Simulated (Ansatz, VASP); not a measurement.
# Sn5H4 (Sn wire along [110], 15 atoms a period, H-terminated): VASP beside Ansatz

Aim: how closely do two programs agree when they are given the same cell, functional and k mesh? The structure shown is the start of the Ansatz relaxation below; VASP solves that cell, so the two are compared at the walk's first step.

Main program and level: Ansatz 0.2.0; plane waves, with VASP 6.6.1 beside it; single point at PBE.

## Step 1: Starting point

The cell holds 27 atoms: 15 Sn and 12 H. Cell: a = 18.796 Å, b = 19.062 Å, c = 4.702 Å, α = 90.0°, β = 90.0°, γ = 90.0°. Vacuum lies along a and b. The structure's axis is c.

## Step 2: Ansatz: relaxation, PBE

Ansatz runs on its PAW soft_1 files.

The two programs are compared at the cell with which this relaxation starts, whose forces are those of its first step.

The input, input.yaml:

```yaml
crystal:
  lattice:
    - [18.796, 0.0, 0.0]
    - [0.0, 19.062, 0.0]
    - [0.0, 0.0, 4.7022600949]
  atoms:
    - { symbol: Sn, position: [0.41154304, 0.623347978, 0.0] }
    - { symbol: H, position: [0.446238561, 0.821648212, 0.0] }
    - { symbol: Sn, position: [0.49999271, 0.746689183, 0.0] }
    - { symbol: Sn, position: [0.49999271, 0.500006773, 0.0] }
    - { symbol: Sn, position: [0.76534172, 0.623347978, 0.0] }
    - { symbol: H, position: [0.819095868, 0.698307007, 0.0] }
    - { symbol: H, position: [0.819095868, 0.548388949, 0.0] }
    - { symbol: H, position: [0.180889551, 0.500006773, 0.196131437] }
    - { symbol: Sn, position: [0.234643699, 0.500006773, 0.5] }
    - { symbol: H, position: [0.269339221, 0.301706539, 0.5] }
    - { symbol: H, position: [0.269339221, 0.698307007, 0.5] }
    - { symbol: Sn, position: [0.323093369, 0.376665568, 0.5] }
    - { symbol: Sn, position: [0.323093369, 0.623347978, 0.5] }
    - { symbol: Sn, position: [0.58844238, 0.253324363, 0.5] }
    - { symbol: Sn, position: [0.58844238, 0.746689183, 0.5] }
    - { symbol: Sn, position: [0.58844238, 0.500006773, 0.5] }
    - { symbol: H, position: [0.642196528, 0.178365334, 0.5] }
    - { symbol: H, position: [0.642196528, 0.821648212, 0.5] }
    - { symbol: Sn, position: [0.67689205, 0.376665568, 0.5] }
    - { symbol: Sn, position: [0.67689205, 0.623347978, 0.5] }
    - { symbol: H, position: [0.180889551, 0.500006773, 0.803868563] }
    - { symbol: Sn, position: [0.41154304, 0.376665568, 0.0] }
    - { symbol: H, position: [0.446238561, 0.178365334, 0.0] }
    - { symbol: Sn, position: [0.49999271, 0.253324363, 0.0] }
    - { symbol: Sn, position: [0.76534172, 0.376665568, 0.0] }
    - { symbol: H, position: [0.819095868, 0.301706539, 0.0] }
    - { symbol: H, position: [0.819095868, 0.451624598, 0.0] }
kpoints:
  mp_grid: { grid: [1, 1, 18] }
scf:
  occupations: { method: fermi_dirac, width: 0.05 }
hamiltonian:
  xc: pbe
  pseudopotentials: { kind: paw, azcp: { folder: soft_1 } }
relax:
  cell: { fix: [a, b, alpha, beta, gamma] }
  max_steps: 45
  f_tol: 0.03
```

Started as:

```console
$ ansatz run input.yaml --threads 4 --pin off --max-ram 16384MiB --backend cpu --events-out ev --progress --plain --runs-dir out
```

Numbers of over 12 decimals in the logs are rounded to 6 here.

Output:

```text
Engine: ansatz 0.2.0, aarch64-unknown-linux-gnu
Pseudopotentials: kind: paw
Pseudopotential: Sn, paw, valence charge 14, recommended cutoff 420 eV (normal), soft_1/Sn.paw.azcp
Pseudopotential: H, paw, valence charge 1, recommended cutoff 420 eV (normal), soft_1/H.paw.azcp
Functional definition: PBE
  parameter kappa = 0.804
  parameter beta = 0.066725
  exchange = pbe_x(kappa = kappa, mu = beta*pi^2/3)
  correlation = pbe_c(beta = beta)
Crystal: 27 atoms, lattice volume = 1684.770 Å³
Basis set: ecut = 420 eV, 32931 PW (Γ), exchange–correlation on 256×256×64 points (8 copies of the dense FFT grid, shifted against one another)
Bands: 138, of which v1, the nominal top of the filled ones, is band 111 counted from 1 (110 counted from 0)
Symmetry: 4 space group operations
Space group: Pmm2 (ITA 25), of the structure as read, at distance tolerance 1.2e-4 Å
k-points: 10 of 18
Non-local potential: Sn, projectors of the file, l = 0: 2, l = 1: 2, l = 2: 2, l = 3: 1
Non-local potential: H, projectors of the file, l = 0: 2, l = 1: 1
PAW form: soft (Blöchl's): semilocal exchange-correlation on the pseudo side does not see the compensation charge
PAW one-centre angular grid: Sn, 590 points (default); XC on 64 Gauss nodes
PAW one-centre angular grid: H, 110 points (default); XC on 64 Gauss nodes
Initial density: superposition of atomic densities (neutral atoms: chi_scale 0, normalization atom)
Initial wavefunctions: pseudopotential atomic-orbital guess
Functional: x = pbe(κ = 0.804, μ = 0.219515), c = pbe(β = 0.066725)
SCF iter   1: F=—  HF=-90552.816687 eV  |F-HF|=—  |Δ(HF+E_count)|=         —  Δρ=2.63e-2  dr2=1.24e1  ethr=3.10e-3  ⟨swp⟩=6.8  Hψ=6018  notcnv=0  defer=63
preconditioner: auto → Resta (q_TF=auto, 1.946 Å⁻¹)  ε∞=2.0  [insulator: Δε(μ)=0.536 eV  Ē_g=7.728 eV  σ=0.050 eV  W_gap=0.99  n_scr=230 (ndim 8)  ℏωp=7.7 eV  f_vac=0.555  D(μ)=0.02/eV (n_scr^D=0)  ε∞_Penn≈2.0  vacuum switching on, ρ_ref=4.3e-3 e/Å³]
SCF iter   2: F=—  HF=-90549.957180 eV  |F-HF|=—  |Δ(HF+E_count)|=    2.86e0  Δρ=1.02e-2  dr2=2.67e0  ethr=3.10e-3  ⟨swp⟩=3.4  Hψ=2028  notcnv=0  defer=168
SCF iter   3: F=—  HF=-90549.590149 eV  |F-HF|=—  |Δ(HF+E_count)|=   3.67e-1  Δρ=4.22e-3  dr2=1.32e0  ethr=1.20e-3  ⟨swp⟩=3.7  Hψ=2022  notcnv=0  defer=173
SCF iter   4: F=—  HF=-90549.397084 eV  |F-HF|=—  |Δ(HF+E_count)|=   1.93e-1  Δρ=1.28e-3  dr2=6.63e-2  ethr=5.96e-4  ⟨swp⟩=3.8  Hψ=1647  notcnv=0  defer=173
SCF iter   5: F=—  HF=-90549.402401 eV  |F-HF|=—  |Δ(HF+E_count)|=   5.32e-3  Δρ=4.92e-4  dr2=6.18e-3  ethr=2.98e-5  ⟨swp⟩=2.4  Hψ=2006  notcnv=0  defer=170
SCF iter   6: F=—  HF=-90549.405025 eV  |F-HF|=—  |Δ(HF+E_count)|=   2.62e-3  Δρ=2.16e-4  dr2=2.99e-3  ethr=2.78e-6  ⟨swp⟩=2.0  Hψ=1544  notcnv=0  defer=170
SCF iter   7: F=—  HF=-90549.405354 eV  |F-HF|=—  |Δ(HF+E_count)|=   3.29e-4  Δρ=9.06e-5  dr2=6.55e-4  ethr=1.35e-6  ⟨swp⟩=2.0  Hψ=1426  notcnv=0  defer=170
SCF iter   8: F=—  HF=-90549.405429 eV  |F-HF|=—  |Δ(HF+E_count)|=   7.45e-5  Δρ=3.16e-5  dr2=4.80e-5  ethr=2.95e-7  ⟨swp⟩=2.0  Hψ=1426  notcnv=0  defer=170
SCF iter   9: F=—  HF=-90549.405099 eV  |F-HF|=—  |Δ(HF+E_count)|=   3.30e-4  Δρ=1.52e-5  dr2=1.09e-5  ethr=2.16e-8  ⟨swp⟩=2.0  Hψ=1739  notcnv=0  defer=170
SCF iter  10: F=—  HF=-90549.405106 eV  |F-HF|=—  |Δ(HF+E_count)|=   7.41e-6  Δρ=7.21e-6  dr2=1.61e-6  ethr=4.90e-9  ⟨swp⟩=2.0  Hψ=1571  notcnv=0  defer=170
SCF iter  11: F=—  HF=-90549.405108 eV  |F-HF|=—  |Δ(HF+E_count)|=   1.97e-6  Δρ=2.97e-6  dr2=2.14e-7  ethr=7.27e-10  ⟨swp⟩=2.0  Hψ=1571  notcnv=0  defer=170
SCF iter  12: F=-90549.405109 eV  HF=-90549.405109 eV  |F-HF|=2.14e-8  |Δ(HF+E_count)|=   4.74e-7  Δρ=9.20e-7  dr2=3.82e-8  ethr=4.50e-11  ⟨swp⟩=5.0  Hψ=4251  notcnv=0
SCF 1 converged in 12 iterations: F = -90549.405109 eV  dr2 = 3.82e-8
  greatest PAW one-centre occupation: 0.991 electrons in one spin orbital (limit 2), on the Sn atom at site 8 (counted from 0), in its partial waves of l = 2
relax step   1: F+E_penalty+E_count = -90549.40510857 eV  Δ(F+E_penalty+E_count) = +0.000e0 eV  max|allowed force component| = 2.262e-1 eV/Å  Δτ_max = 0.0000 Å  P = -0.322 GPa  Ω = 1684.770 Å³  fix = [a, b, alpha, beta, gamma]  reactions: a -0.387, b -0.391 GPa  (12 SCF iters, dr2 threshold 1.00e-7 eV, accepted)
[...]
relax step   8: F+E_penalty+E_count = -90549.53454933 eV  Δ(F+E_penalty+E_count) = -3.980e-4 eV  max|allowed force component| = 1.749e-2 eV/Å  Δτ_max = 0.0416 Å  P = -0.005 GPa  Ω = 1689.071 Å³  energy of the carried Pulay correction = -3.448e-4 eV  fix = [a, b, alpha, beta, gamma]  reactions: a -0.008, b -0.011 GPa  (11 SCF iters, accepted)
[...]
relax step   9: F+E_penalty+E_count = -90549.53492218 eV  Δ(F+E_penalty+E_count) = -3.729e-4 eV  max|allowed force component| = 1.750e-2 eV/Å  Δτ_max = 0.0000 Å  P = -0.005 GPa  Ω = 1689.071 Å³  fix = [a, b, alpha, beta, gamma]  reactions: a -0.008, b -0.011 GPa  stress off target by 3.58e-3 GPa on what of the cell is left free  SCF on the basis re-selected at this cell (its energy is not comparable with the rows above)  (7 SCF iters)
basis re-selected at this cell: Δ(F+E_penalty+E_count) = -3.729e-4 eV, ΔP = +0.000 GPa vs the last step (what re-selecting the basis moved, of the pressure what is left beyond the Pulay correction that the steps carried, after the strain that the cell walked since its last selection, with what the two solves' SCF thresholds leave and, on support functions, any second-order correction that the steps lacked; it is no m [...]
SCF converged after 7 iterations
Free energy (F): -90549.534922 eV
Harris-Foulkes:  -90549.534922 eV  (|F-HF|=4.47e-9)
Internal energy: -90549.534911 eV  (E = F + TS)
E sigma→0 (E₀):  -90549.534917 eV
Entropy (-TS):   -0.000011 eV (-0.000 meV/atom)
Fermi energy:    -0.581755 eV
--- Per-component energies (eV) ---
  E_band       = -3665.359158
  E_kinetic    = 2666.934157
  E_local      = -92014.992243  (includes V_loc(G=0)·N_el)
  E_nonlocal   = 2179.898377
  E_hartree    = 44853.070606
  E_xc         = -1977.745770
  E_vxc        = -1319.638289  (∫ρ·V_xc dr)
  E_paw        = -65561.306567  (= ΣΔE_a)
  E_vpaw       = -4883.696586  (= ΣTr[D̂ρ^β])
  E_aug_tail   = -0.006138  (compensation charges beyond the density's cutoff)
  E_ewald      = 19304.612666
  E_smearing   = -0.000011  (= −TS)
  E_closure    = 0.000000  (closes the sum)
  Σ components = -90549.534922   (vs F -90549.534922, Δ=0.00e0)
--- Forces (eV/Å), atoms counted from 1 ---
  atom   1  Sn    -0.00326743     0.00918241     0.00000000
  atom   2  H     -0.00088387    -0.00183788     0.00000000
  atom   3  Sn     0.00156650     0.00096507     0.00000000
  atom   4  Sn    -0.00202290     0.00000000     0.00000000
  atom   5  Sn     0.01749980     0.00212251     0.00000000
  atom   6  H     -0.00904423    -0.01255635     0.00000000
  atom   7  H     -0.01104506     0.01049682     0.00000000
  atom   8  H      0.00324714    -0.00000000    -0.00017352
  atom   9  Sn     0.00468753    -0.00000000     0.00000000
  atom  10  H      0.00246504    -0.00039533     0.00000000
  atom  11  H      0.00246504     0.00039533     0.00000000
  atom  12  Sn    -0.00476553     0.00341764     0.00000000
  atom  13  Sn    -0.00476553    -0.00341764     0.00000000
  atom  14  Sn    -0.00079639     0.00752208     0.00000000
  atom  15  Sn    -0.00079639    -0.00752208     0.00000000
  atom  16  Sn    -0.00297167     0.00000000     0.00000000
  atom  17  H      0.00277911     0.00552729     0.00000000
  atom  18  H      0.00277911    -0.00552729     0.00000000
  atom  19  Sn     0.00239804    -0.01197818     0.00000000
  atom  20  Sn     0.00239804     0.01197818     0.00000000
  atom  21  H      0.00324714    -0.00000000     0.00017352
  atom  22  Sn    -0.00326743    -0.00918241     0.00000000
  atom  23  H     -0.00088387     0.00183788     0.00000000
  atom  24  Sn     0.00156650    -0.00096507     0.00000000
  atom  25  Sn     0.01749980    -0.00212251     0.00000000
  atom  26  H     -0.00904423     0.01255635     0.00000000
  atom  27  H     -0.01104506    -0.01049682     0.00000000
  max |Σ_I F_I| component: 8.14e-7 eV/Å
--- Stress (GPa, compression-positive) ---
       -0.008138       0.000000      -0.000000
        0.000000      -0.011007      -0.000000
       -0.000000      -0.000000       0.003577
  P = ⅓ Tr σ = -0.0052 GPa (-0.052 kbar)
--- Relaxed structure (8 steps of the walk, 7 accepted, 1 SCFs on fresh bases) ---
  F+E_penalty+E_count = -90549.53492218 eV   max|allowed force component| = 1.750e-2 eV/Å   (the final SCF, on the basis selected at the relaxed cell)
  cell:  # Å, volume = 1689.0706 Å³
    - [18.796, 0.0, 0.0]
    - [0.0, 19.062, 0.0]
    - [0.0, 0.0, 4.714264]
  atoms:
    - { symbol: Sn, position: [0.413185, 0.621731, 0.0] }
    - { symbol: H, position: [0.446096, 0.817389, 0.0] }
    - { symbol: Sn, position: [0.500687, 0.743549, 0.0] }
    - { symbol: Sn, position: [0.502335, 0.500000, 0.0] }
    - { symbol: Sn, position: [0.761297, 0.631927, 0.0] }
    - { symbol: H, position: [0.806775, 0.711247, 0.0] }
    - { symbol: H, position: [0.825465, 0.566493, 0.0] }
    - { symbol: H, position: [0.182574, 0.500000, 0.204981] }
    - { symbol: Sn, position: [0.237396, 0.500000, 0.5] }
    - { symbol: H, position: [0.274638, 0.304686, 0.5] }
    - { symbol: H, position: [0.274638, 0.695314, 0.5] }
    - { symbol: Sn, position: [0.326849, 0.380261, 0.5] }
    - { symbol: Sn, position: [0.326849, 0.619739, 0.5] }
    - { symbol: Sn, position: [0.585567, 0.256411, 0.5] }
    - { symbol: Sn, position: [0.585567, 0.743589, 0.5] }
    - { symbol: Sn, position: [0.590448, 0.500000, 0.5] }
    - { symbol: H, position: [0.639068, 0.181733, 0.5] }
    - { symbol: H, position: [0.639068, 0.818267, 0.5] }
    - { symbol: Sn, position: [0.676410, 0.375977, 0.5] }
    - { symbol: Sn, position: [0.676410, 0.624023, 0.5] }
    - { symbol: H, position: [0.182574, 0.500000, 0.795019] }
    - { symbol: Sn, position: [0.413185, 0.378269, 0.0] }
    - { symbol: H, position: [0.446096, 0.182611, 0.0] }
    - { symbol: Sn, position: [0.500687, 0.256451, 0.0] }
    - { symbol: Sn, position: [0.761297, 0.368073, 0.0] }
    - { symbol: H, position: [0.806775, 0.288753, 0.0] }
    - { symbol: H, position: [0.825465, 0.433507, 0.0] }
```

(Continued in part 2 of 2.)

[Lines on the potential files, build, host, timing and source positions are cut from VASP's logs without a mark.]

[Logs are printed without paths, hosts, clocks, repeated set-up lines and the standing remarks that a program may print on its own settings, such as how far it seeks lower states.]

[Hosts, paths, dates, database ids (printed as entryN), source tags and the programs' standing remarks are cut or masked in the printed files.]
